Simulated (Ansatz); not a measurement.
Ansatz input

```yaml
crystal:
  lattice:
    - [0.0, 3.1346363759, 3.1346363759]
    - [3.1346363759, 0.0, 3.1346363759]
    - [3.1346363759, 3.1346363759, 0.0]
  atoms:
    - { symbol: Ba, position: [0.0, 0.0, 0.0] }
hamiltonian:
  xc: pbe
  pseudopotentials:
    kind: paw
    azcp:
      Ba: "pseudopotentials/Ba.paw.azcp"
basis:
  ecutwfc: 420
  fft_grid_basis: typed
kpoints:
  mp_grid: { grid: [14, 14, 14], shift: [0, 0, 0] }
magnetization:
  spin_polarized: false
scf:
  occupations: { method: fermi_dirac, width: 0.1 }
output:
  stress: true
```

Terminal output

```
Engine: ansatz 0.2.0, x86_64-unknown-linux-gnu
Pseudopotentials: kind: paw
Pseudopotential: Ba, paw, valence charge 10, recommended cutoff 420 eV (normal) 
Functional definition: PBE
  parameter kappa = 0.804
  parameter beta = 0.06672455060314922
  exchange = pbe_x(kappa = kappa, mu = beta*pi^2/3)
  correlation = pbe_c(beta = beta)
Crystal: 1 atoms, lattice volume = 61.602 Å³
Basis set: ecut = 420 eV, 1243 PW (Γ)
Bands: 9, of which v1, the nominal top of the filled ones, is band 5 counted from 1 (4 counted from 0)
Symmetry: 48 space group operations
Space group: Fm-3m (ITA 225), of the structure as read, at distance tolerance 3.9e-5 Å
k-points: 104 of 2744
Non-local potential: Ba, projectors of the file, l = 0: 3, l = 1: 2, l = 2: 2, l = 3: 2
PAW form: soft (Blöchl's): semilocal exchange-correlation on the pseudo side does not see the compensation charge
PAW one-centre angular grid: Ba, 194 points (default); XC on 64 Gauss nodes
Initial density: superposition of atomic densities (neutral atoms: chi_scale 0, normalization atom), corrected by the library's trained network
Initial wavefunctions: pseudopotential atomic-orbital guess
Functional: x = pbe(κ = 0.804, μ = 0.2195149727645171), c = pbe(β = 0.06672455060314922)
SCF iter   1: F=—  HF=-5949.547804 eV  |F-HF|=—  |Δ(HF+E_count)|=         —  Δρ=9.31e-4  dr2=6.12e-4  ethr=1.77e-3  ⟨swp⟩=7.3  Hψ=9102  notcnv=0
SCF iter   2: F=—  HF=-5949.547937 eV  |F-HF|=—  |Δ(HF+E_count)|=   1.33e-4  Δρ=5.87e-4  dr2=2.87e-4  ethr=6.12e-6  ⟨swp⟩=2.2  Hψ=2150  notcnv=0
SCF iter   3: F=—  HF=-5949.547960 eV  |F-HF|=—  |Δ(HF+E_count)|=   2.26e-5  Δρ=1.12e-4  dr2=1.46e-5  ethr=2.87e-6  ⟨swp⟩=2.0  Hψ=1088  notcnv=0
SCF iter   4: F=—  HF=-5949.547960 eV  |F-HF|=—  |Δ(HF+E_count)|=   3.14e-7  Δρ=3.45e-5  dr2=6.73e-7  ethr=1.46e-7  ⟨swp⟩=2.0  Hψ=1391  notcnv=0
iter 5 did not close the SCF: its close was put off for the readings that it lacked (scf_convergence_deferred on its scf_iter line)
SCF iter   5: F=-5949.547960 eV  HF=-5949.547960 eV  |F-HF|=2.00e-8  |Δ(HF+E_count)|=   4.24e-7  Δρ=5.94e-6  dr2=2.48e-8  ethr=6.73e-9  ⟨swp⟩=3.0  Hψ=1524  notcnv=0
SCF iter   6: F=-5949.547960 eV  HF=-5949.547960 eV  |F-HF|=6.52e-10  |Δ(HF+E_count)|=   2.16e-8  Δρ=1.11e-6  dr2=1.04e-9  ethr=2.48e-10  ⟨swp⟩=2.8  Hψ=3175  notcnv=0
SCF 1 converged in 6 iterations: F = -5949.547960 eV  dr2 = 1.04e-9
SCF converged after 6 iterations
Free energy (F): -5949.547960 eV
Harris-Foulkes:  -5949.547960 eV  (|F-HF|=6.52e-10)
Internal energy: -5949.491875 eV  (E = F + TS)
E sigma→0 (E₀):  -5949.519918 eV
Entropy (-TS):   -0.056085 eV (-56.085 meV/atom)
Fermi energy:    6.042936 eV
--- Per-component energies (eV) ---
  E_band       = -82.649326
  E_kinetic    = 166.651310
  E_local      = -371.671761  (includes V_loc(G=0)·N_el)
  E_nonlocal   = 57.166081
  E_hartree    = 117.345425
  E_xc         = -166.589973
  E_vxc        = -133.696827  (∫ρ·V_xc dr)
  E_paw        = -5225.853506  (= ΣΔE_a)
  E_vpaw       = -35.788672  (= ΣTr[D̂ρ^β])
  E_aug_tail   = -0.000002  (compensation charges beyond the density's cutoff)
  E_ewald      = -526.539449
  E_smearing   = -0.056085  (= −TS)
  E_closure    = 0.000000  (closes the sum)
  Σ components = -5949.547960   (vs F -5949.547960, Δ=0.00e0)
--- Stress (GPa, compression-positive) ---
        0.355349       0.000000       0.000000
        0.000000       0.355349      -0.000000
       -0.000000       0.000000       0.355349
  P = ⅓ Tr σ = 0.3553 GPa (3.553 kbar)
```
